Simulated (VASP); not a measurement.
# Ta in VASP: reference runs

How does Ta come out in PBE? The cell is run as given.

Program: VASP 6.6.1. These are calculated values, not measurements. Logs are shortened: lines on timing, memory, paths and dates and some standing lists are left out, and cuts for length are marked.

**1. The sheet as given**

The cell holds a sheet with vacuum, 2 atoms: a = 2.719 Å, b = 2.719 Å, c = 28.487 Å, α = 90.00°, β = 90.00°, γ = 90.00°.

The cell was built by a generator and needn't be a form met in nature.

**2. Single point, PBE**

The input, INCAR:

```
PREC = Accurate
ENCUT = 520
EDIFF = 1E-7
ISMEAR = -1
SIGMA = 0.05
LREAL = False
LASPH = True
NELM = 80
ALGO = Normal
ISIF = 2
LWAVE = False
LCHARG = False
LDIPOL = True
IDIPOL = 3
DIPOL = 0.5 0.5 0.263
GGA = PE
NBANDS = 18
```

The input, KPOINTS:

```
regular mesh
0
Gamma
  10 10 1
```

The input, POSCAR:

```
Ta
1.0
    2.7189800000      0.0000000000      0.0000000000
    0.0000000000      2.7189800000      0.0000000000
    0.0000000000      0.0000000000     28.4866400000
Ta
2
Direct
    1.0000000000      0.5000000000      0.3026400000
    0.5000000000      0.0000000000      0.2239200000
```

Potentials or basis: VASP PAW PBE potentials, release 64 (Ta_pv).

Command:

```
> cat potpaw_PBE.64/Ta_pv/POTCAR > POTCAR
> mpirun -np 1 vasp_std > vasp.out
```

OUTCAR:

```text
PREC = Accurate
   ENCUT = 520
   EDIFF = 1E-7
   ISMEAR = -1
   LREAL = False
   LASPH = True
   NELM = 80
   ISIF = 2
   GGA = PE

 ion  position               nearest neighbor table
   1  0.000  0.500  0.303-   2 2.95   2 2.95   2 2.95   2 2.95
   2  0.500  0.000  0.224-   1 2.95   1 2.95   1 2.95   1 2.95

  LATTYP: Found a simple tetragonal cell.
 ALAT       =     2.7189800000
 C/A-ratio  =    10.4769582711

  Lattice vectors:

 A1 = (   2.7189800000,   0.0000000000,   0.0000000000)
 A2 = (   0.0000000000,   2.7189800000,   0.0000000000)
 A3 = (   0.0000000000,   0.0000000000,  28.4866400000)

Analysis of symmetry for initial positions (statically):
=====================================================================
 Subroutine PRICEL returns:
 Original cell was already a primitive cell.

 Routine SETGRP: Setting up the symmetry group for a
 simple tetragonal supercell.

 Subroutine GETGRP returns: Found 16 space group operations
 (whereof  4 operations were pure point group operations)
 out of a pool of 16 trial point group operations.

The static configuration has the point symmetry C_2v.
 The point group associated with its full space group is D_4h.

Analysis of symmetry for dynamics (positions and initial velocities):
=====================================================================
 Subroutine PRICEL returns:
 Original cell was already a primitive cell.

 Routine SETGRP: Setting up the symmetry group for a
 simple tetragonal supercell.

 Subroutine GETGRP returns: Found 16 space group operations
 (whereof  4 operations were pure point group operations)
 out of a pool of 16 trial point group operations.

The dynamic configuration has the point symmetry C_2v.
 The point group associated with its full space group is D_4h.

 Subroutine INISYM returns: Found 16 space group operations
 (whereof  4 operations are pure point group operations),
 and found     1 'primitive' translations

----------------------------------------------------------------------------------------

                                     Primitive cell

  volume of cell :     210.5975

  direct lattice vectors                    reciprocal lattice vectors
     2.718980000  0.000000000  0.000000000     0.367784978  0.000000000  0.000000000
     0.000000000  2.718980000  0.000000000     0.000000000  0.367784978  0.000000000
     0.000000000  0.000000000 28.486640000     0.000000000  0.000000000  0.035104175

  length of vectors
     2.718980000  2.718980000 28.486640000     0.367784978  0.367784978  0.035104175

  position of ions in fractional coordinates (direct lattice)
     0.000000000  0.500000000  0.302640000
     0.500000000  0.000000000  0.223920000

  ion indices of the primitive-cell ions
   primitive index   ion index
                 1           1
                 2           2

----------------------------------------------------------------------------------------

 KPOINTS: regular mesh

Automatic generation of k-mesh.
 Grid dimensions read from file:
 generate k-points for:   10   10    1

 Generating k-lattice:

  Cartesian coordinates                     Fractional coordinates (reciprocal lattice)
     0.036778498  0.000000000  0.000000000     0.100000000  0.000000000  0.000000000
     0.000000000  0.036778498  0.000000000     0.000000000  0.100000000  0.000000000
     0.000000000  0.000000000  0.035104175     0.000000000  0.000000000  1.000000000

  Length of vectors
     0.036778498  0.036778498  0.035104175

  Shift w.r.t. Gamma in fractional coordinates (k-lattice)
     0.000000000  0.000000000  0.000000000

 Subroutine IBZKPT returns following result:
 ===========================================

 Found     21 irreducible k-points:

 Following reciprocal coordinates:
            Coordinates               Weight
  0.000000  0.000000  0.000000      1.000000
  0.100000  0.000000  0.000000      4.000000
  0.200000  0.000000  0.000000      4.000000
  0.300000  0.000000  0.000000      4.000000
  0.400000  0.000000  0.000000      4.000000
  0.500000  0.000000  0.000000      2.000000
[... 13 lines left out ...]
  0.500000  0.400000  0.000000      4.000000
  0.500000  0.500000  0.000000      1.000000
   k-points           NKPTS =     21   k-points in BZ     NKDIM =     21   number of bands    NBANDS=     18
   number of dos      NEDOS =    301   number of ions     NIONS =      2
   total plane-waves  NPLWV =  86400
   dimension x,y,z NGX =    20 NGY =   20 NGZ =  216
   dimension x,y,z NGXF=    40 NGYF=   40 NGZF=  432
   ions per type =               2
   NGX,Y,Z   is equivalent  to a cutoff of  12.23, 12.23, 12.61 a.u.
   NGXF,Y,Z  is equivalent  to a cutoff of  24.46, 24.46, 25.21 a.u.
 SYSTEM =  unknown system
   PREC   = accura    normal or accurate (medium, high low for compatibility)
   ISTART =      0    job   : 0-new  1-cont  2-samecut
   ICHARG =      2    charge: 1-file 2-atom 10-const
   ISPIN  =      1    spin polarized calculation?
   LNONCOLLINEAR =      F non collinear calculations
   LSORBIT =      F    spin-orbit coupling
   LASPH  =      T    aspherical Exc in radial PAW
   ENCUT  =  520.0 eV  38.22 Ry    6.18 a.u.   5.06  5.06 52.97*2*pi/ulx,y,z
   NELM   =     80;   NELMIN=  2; NELMDL= -5     # of ELM steps
   EDIFF  = 0.1E-06   stopping-criterion for ELM
   LREAL  =      F    real-space projection
   EDIFFG = 0.1E-05   stopping-criterion for IOM
   NSW    =      0    number of steps for IOM
   IBRION =     -1    ionic relax: 0-MD 1-quasi-New 2-CG
   NFREE  =      0    steps in history (QN), initial steepest desc. (CG)
   ISIF   =      2    stress and relaxation
   ISYM   =      2    0-nonsym 1-usesym 2-fastsym
   POTIM  = 0.5000    time-step for ionic-motion
   TEBEG  =    0.0;   TEEND  =   0.0 temperature during run
   PSTRESS=    0.0 pullay stress
   NELECT =      22.0000    total number of electrons
   NUPDOWN=      -1.0000    fix difference up-down
   EMIN   =  10.00;   EMAX   =-10.00  energy-range for DOS
   EFERMI =   0.00;   METHOD = LEGACY
   ISMEAR =    -1;   SIGMA  =   0.05  broadening in eV -4-tet -1-fermi 0-gaus
   EFERMI_NEDOS =   21; number of points for ismear=-14 and -15
   IALGO  =     38    algorithm
   IMIX   =      4    mixing-type and parameters
     AMIX     =   0.40;   BMIX     =  1.00
     AMIX_MAG =   1.60;   BMIX_MAG =  1.00
  volume/ion in A,a.u.               =     105.30       710.59
  Fermi-wavevector in a.u.,A,eV,Ry     =   0.771018  1.457013  8.088243  0.594469
  Thomas-Fermi vector in A             =   1.872346
   LORBIT       =      0    0 simple, 1 ext, 2 COOP (PROOUT), +10 PAW based schemes
   GGA     = PE    functional components
   LHFCALC =     F    Hartree Fock is set to
   AEXX    =    0.0000 exact exchange contribution
   IVDW    =     0    specifies the selected vdW correction
   LEPSILON=     F    determine dielectric tensor
   LRPA    =     F    only Hartree local field effects (RPA)
 non-spin polarized calculation
  energy-cutoff  :      520.00
  volume of cell :      210.60
 maximum number of plane-waves:      5714
   NGX = 11   NGY = 11   NGZ =105

 dipolmoment           0.000000      0.000000     -0.000103 electrons x Angstroem

 number of electron      22.0000008 magnetization

 dipolmoment           0.000000      0.000000      0.000000 electrons x Angstroem

 Free energy of the ion-electron system (eV)
  ---------------------------------------------------
  ext. energy  EPLUGINS =         0.00000000
  ---------------------------------------------------
  free energy    TOTEN  =       -21.16117427 eV

  energy without entropy =      -21.14758191  energy(sigma->0) =      -21.15437809

 E-fermi :  -2.7303     XC(G=0):  -2.8550

 val. band max:       -2.7482452575   @ k =   0.4000   0.1000   0.0000
 cond. band min:      -2.6676983139   @ k =   0.2000   0.2000   0.0000
 fundamental gap:      0.0805469437
 Fermi energy:        -2.7302986080

 k-point     1 :       0.0000    0.0000    0.0000
  band No.  band energies     occupation
      1     -37.4512      2.00000
      2     -36.8329      2.00000
      3     -36.4334      2.00000
      4     -36.4334      2.00000
      5     -36.2784      2.00000
      6     -36.2784      2.00000
[... 10 lines left out ...]
     17       1.7293      0.00000
     18       2.1304      0.00000

 k-point     2 :       0.1000    0.0000    0.0000
  band No.  band energies     occupation
      1     -37.4282      2.00000
      2     -36.8510      2.00000
      3     -36.5397      2.00000
      4     -36.4189      2.00000
      5     -36.4061      2.00000
      6     -36.2712      2.00000
[... 10 lines left out ...]
     17       1.8191      0.00000
     18       2.1294      0.00000

 k-point     3 :       0.2000    0.0000    0.0000
  band No.  band energies     occupation
      1     -37.3744      2.00000
      2     -36.9903      2.00000
      3     -36.7199      2.00000
      4     -36.7196      2.00000
      5     -36.3797      2.00000
      6     -36.2536      2.00000
[... 10 lines left out ...]
     17       2.1433      0.00000
     18       2.2799      0.00000

 k-point     4 :       0.3000    0.0000    0.0000
  band No.  band energies     occupation
      1     -37.3818      2.00000
      2     -37.3108      2.00000
      3     -37.0013      2.00000
      4     -36.7881      2.00000
      5     -36.3274      2.00000
      6     -36.2352      2.00000
[... 10 lines left out ...]
     17       1.6615      0.00000
     18       2.8199      0.00000

 k-point     5 :       0.4000    0.0000    0.0000
  band No.  band energies     occupation
      1     -37.5807      2.00000
      2     -37.5697      2.00000
      3     -37.0073      2.00000
      4     -36.8446      2.00000
      5     -36.2768      2.00000
      6     -36.2282      2.00000
[... 10 lines left out ...]
     17       1.7734      0.00000
     18       2.5612      0.00000

 k-point     6 :       0.5000    0.0000    0.0000
  band No.  band energies     occupation
      1     -37.6756      2.00000
      2     -37.6756      2.00000
      3     -36.9220      2.00000
      4     -36.9220      2.00000
      5     -36.2415      2.00000
      6     -36.2415      2.00000
[... 10 lines left out ...]
     17       2.1758      0.00000
     18       2.1758      0.00000

 k-point     7 :       0.1000    0.1000    0.0000
  band No.  band energies     occupation
      1     -37.4054      2.00000
      2     -36.8620      2.00000
      3     -36.5500      2.00000
      4     -36.5064      2.00000
      5     -36.4145      2.00000
      6     -36.3825      2.00000
[... 10 lines left out ...]
     17       2.0492      0.00000
     18       2.1490      0.00000

 k-point     8 :       0.2000    0.1000    0.0000
  band No.  band energies     occupation
      1     -37.3517      2.00000
      2     -36.9762      2.00000
      3     -36.7306      2.00000
      4     -36.7132      2.00000
      5     -36.4884      2.00000
      6     -36.3773      2.00000
[... 10 lines left out ...]
     17       1.7812      0.00000
     18       1.9888      0.00000
[... 166 lines left out ...]
     17       1.2830      0.00000
     18       2.5352      0.00000

 k-point    17 :       0.4000    0.3000    0.0000
  band No.  band energies     occupation
      1     -37.4495      2.00000
      2     -37.4435      2.00000
      3     -37.0743      2.00000
      4     -37.0108      2.00000
      5     -36.9310      2.00000
      6     -36.8106      2.00000
[... 10 lines left out ...]
     17       2.9937      0.00000
     18       3.7754      0.00000

 k-point    18 :       0.5000    0.3000    0.0000
  band No.  band energies     occupation
      1     -37.5441      2.00000
      2     -37.5441      2.00000
      3     -37.0211      2.00000
      4     -37.0211      2.00000
      5     -36.8739      2.00000
      6     -36.8739      2.00000
[... 10 lines left out ...]
     17       4.9003      0.00000
     18       4.9003      0.00000

 k-point    19 :       0.4000    0.4000    0.0000
  band No.  band energies     occupation
      1     -37.4803      2.00000
      2     -37.4658      2.00000
      3     -37.2546      2.00000
      4     -37.2074      2.00000
      5     -36.8984      2.00000
      6     -36.8322      2.00000
[... 10 lines left out ...]
     17       3.5956      0.00000
     18       5.0446      0.00000

 k-point    20 :       0.5000    0.4000    0.0000
  band No.  band energies     occupation
      1     -37.5351      2.00000
      2     -37.5351      2.00000
      3     -37.2493      2.00000
      4     -37.2493      2.00000
      5     -36.8622      2.00000
      6     -36.8622      2.00000
[... 10 lines left out ...]
     17       5.5608      0.00000
     18       5.5608      0.00000

 k-point    21 :       0.5000    0.5000    0.0000
  band No.  band energies     occupation
      1     -37.5664      2.00000
      2     -37.5664      2.00000
      3     -37.2988      2.00000
      4     -37.2988      2.00000
      5     -36.8578      2.00000
      6     -36.8578      2.00000
[... 10 lines left out ...]
     17       6.0019      0.00000
     18       6.0019      0.00000

------------------------ aborting loop because EDIFF is reached ----------------------------------------

 vacuum level on the upper side and lower side of the slab       (xc-potential included)        -0.007        -0.007

  FORCE on cell =-STRESS in cart. coord.  units (eV):
  Direction    XX          YY          ZZ          XY          YZ          ZX
  --------------------------------------------------------------------------------------
  -------------------------------------------------------------------------------------
  Total        0.1826875      0.1826875     -0.1623632      0.0000000      0.0000000      0.0000000
  in kB        1.3898445      1.3898445     -1.2352219      0.0000000      0.0000000      0.0000000
  external PRESSURE =       0.5148224 kB  Pullay stress =       0.0000000 kB

 VOLUME and BASIS-vectors are now :
 -----------------------------------------------------------------------------
  energy-cutoff  :      520.00
  volume of cell :      210.60
      direct lattice vectors                 reciprocal lattice vectors
     2.718980000  0.000000000  0.000000000     0.367784978  0.000000000  0.000000000
     0.000000000  2.718980000  0.000000000     0.000000000  0.367784978  0.000000000
     0.000000000  0.000000000 28.486640000     0.000000000  0.000000000  0.035104175

 POSITION                                       TOTAL-FORCE (eV/Angst)
 -----------------------------------------------------------------------------------
      0.00000      1.35949      8.62120         0.000000     -0.000000     -0.067792
      1.35949      0.00000      6.37873        -0.000000      0.000000      0.067792
 -----------------------------------------------------------------------------------
    total drift:                                0.000000      0.000000     -0.000036

  FREE ENERGIE OF THE ION-ELECTRON SYSTEM (eV)
  ---------------------------------------------------
  free  energy   TOTEN  =       -21.1611742741 eV

  energy  without entropy=      -21.1475819051  energy(sigma->0) =      -21.15437809

 vacuum level on the upper side and lower side of the slab         1.899         1.898
```

Run time: 58 s. Hardware: 1 thread of Intel Xeon 6975P-C (Granite Rapids), shared host; peak memory 0.3 GiB.

Results:

```
Free energy            : -21.1612 eV
Largest force          : 0.068 eV/Å
Band gap on the k mesh : none (metal or under the smearing width)
```

Forces in eV/Å, atoms in the order of the input:
```
Ta   0.000  0.000 -0.068
Ta   0.000  0.000  0.068
```

Levels at points of the mesh, in eV from the Fermi level:
```csv
k point,band 9,band 10,band 11,band 12,band 13,band 14
"(0.00, 0.00, 0.00)",-3.25,-1.90,-0.96,-0.07,0.89,2.38
"(0.50, 0.00, 0.00)",-1.41,-1.41,0.26,0.26,2.01,2.01
"(0.50, 0.50, 0.00)",-2.50,-2.50,1.57,1.57,3.03,3.03
```

The run has no spin-orbit coupling, so splittings on Ta are missing.
